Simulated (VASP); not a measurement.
Write the native input for VASP 6.6.1 that does the following.

```
Task                               : band structure
Functional                         : HSE06
Potentials or basis                : VASP PAW PBE potentials, release 64 (Al, As)
Cutoff                             : 520 eV
k mesh                             : 4 × 4 × 4
Occupations                        : gaussian, width 0.03 eV
Spin                               : spin-orbit coupling, no magnetisation
Grid for exact exchange (PRECFOCK) : Fast
Screening parameter                : 0.2 1/A
Further INCAR settings             : ALGO = Normal; EDIFF = 1e-07; NBANDS = 22
```

Crystal: AlAs.

```xyz
2
Lattice="0.0000 2.8409 2.8409 2.8409 0.0000 2.8409 2.8409 2.8409 0.0000" Properties=species:S:1:pos:R:3 pbc="T T T"
Al    0.0000    0.0000    0.0000
As    1.4204    1.4204    1.4204
```

The input as run:

POSCAR

```
AlAs                                    
1.0
    0.0000000000      2.8408844734      2.8408844734
    2.8408844734      0.0000000000      2.8408844734
    2.8408844734      2.8408844734      0.0000000000
  Al              As            
     1     1
Direct
     0.0000000000000000    0.0000000000000000    0.0000000000000000
     0.2500000000000000    0.2500000000000000    0.2500000000000000
```

INCAR.step1

```
PREC     = Accurate       # precision mode
ENCUT    = 520            # plane-wave cutoff, eV
EDIFF    = 1E-5           # SCF threshold, eV
ISMEAR   = 0              # smearing method
SIGMA    = 0.03           # smearing width, eV
LREAL    = False          # projectors in reciprocal space
LASPH    = True           # aspherical terms in the spheres
NELM     = 80             # most SCF steps
ALGO     = Normal         # electronic algorithm
ISIF     = 2              # what is computed and relaxed
LWAVE    = True           # write WAVECAR
LCHARG   = False          # write CHGCAR
MAGMOM   = 0 0 0 0 0 0    # initial moments
LORBIT   = 11             # projections on sites
LSORBIT  = True           # spin-orbit coupling
GGA_COMPAT= False        
NBANDS   = 22             # bands
GGA      = PE             # functional
```

INCAR.step2

```
PREC     = Accurate       # precision mode
ENCUT    = 520            # plane-wave cutoff, eV
EDIFF    = 1E-7           # SCF threshold, eV
ISMEAR   = 0              # smearing method
SIGMA    = 0.03           # smearing width, eV
LREAL    = False          # projectors in reciprocal space
LASPH    = True           # aspherical terms in the spheres
NELM     = 80             # most SCF steps
ALGO     = Normal         # electronic algorithm
ISIF     = 2              # what is computed and relaxed
LWAVE    = False          # write WAVECAR
LCHARG   = False          # write CHGCAR
MAGMOM   = 0 0 0 0 0 0    # initial moments
LORBIT   = 11             # projections on sites
LSORBIT  = True           # spin-orbit coupling
GGA_COMPAT= False        
GGA      = PE             # functional
LHFCALC  = True           # exact exchange
HFSCREEN = 0.2            # screening, 1/A
PRECFOCK = Fast         
NBANDS   = 22             # bands
ISTART   = 1
```

KPOINTS

```
regular mesh
0
Gamma
  4 4 4
```

KPOINTS_OPT

```
explicit points
9
Reciprocal
 0.0000000000  0.0000000000  0.0000000000 1
 0.3750000000  0.3750000000  0.7500000000 1
 0.5000000000  0.5000000000  0.5000000000 1
 0.6250000000  0.2500000000  0.6250000000 1
 0.5000000000  0.2500000000  0.7500000000 1
 0.5000000000  0.0000000000  0.5000000000 1
 0.4000000000  0.0000000000  0.4000000000 1
 0.4250000000  0.0000000000  0.4250000000 1
 0.4500000000  0.0000000000  0.4500000000 1
```

Potentials or basis: VASP PAW PBE potentials, release 64 (Al, As).

The run is started by

```bash
$ cat potpaw_PBE.64/Al/POTCAR potpaw_PBE.64/As/POTCAR > POTCAR
$ cp INCAR.step1 INCAR
$ mpirun -np 1 vasp_ncl > vasp.out
$ cp INCAR.step2 INCAR
$ mpirun -np 1 vasp_ncl > vasp.out
```

It gave:

```
Pressure                                              : 0.1 GPa
Valence electrons inside the program's atomic spheres : Al 0.83; As 2.96
```

Caveat: the k mesh is coarse (spacing up to 0.48 Å⁻¹), so the values aren't converged, least of all with exact exchange; the PAW data sets were made with another functional, which shifts forces and pressure a little.

Run time: 16 min on 1 thread of Intel(R) Xeon(R) Platinum 8259CL CPU @ 2.50GHz (Skylake/Cascade Lake), on a shared host, peak memory 0.38 GiB.
